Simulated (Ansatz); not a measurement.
Runs of Ansatz 0.2.0 on Cr. The structure is hexagonal, space group P6_3/mmc (No. 194). The conventional cell has a = 2.714 Å, b = 2.714 Å, c = 4.410 Å, α = 90.00°, β = 90.00°, γ = 120.00°. Cr (site symmetry -6m2) is surrounded by 12 Cr at 2.71 Å. This isn't the form of Cr at room conditions, which is bcc.

```csv
level,gap on the mesh (eV),pressure (GPa),moment (μB)
RPBE,none,(a),0.00
LDA,none,-38.3,1.11
revPBE,none,-6.5,0.00
PBEsol,none,-32.1,1.64
```

Alike in all rows: task band structure; potentials or basis Ansatz PAW; spin collinear, ferromagnetic start; cell as given; k mesh 11 × 11 × 6; cutoff (eV) 420; smearing fermi-dirac 0.05 eV.

**Question.** Estimate the missing entries.

**Answer.** (a) -4.6.

Caveats: the PAW data sets come from PBE, with cores solved anew for the run's functional, which leaves a small shift of forces and pressure; the starting moments weren't kept (some runs); a pressure of tens of GPa on the cell as given is suspect, and the run, the potentials or the cell itself is likely at fault (some runs).

A gap of «none» marks a metal or a gap under the smearing width.

Runs at the PBE level aren't shown here.
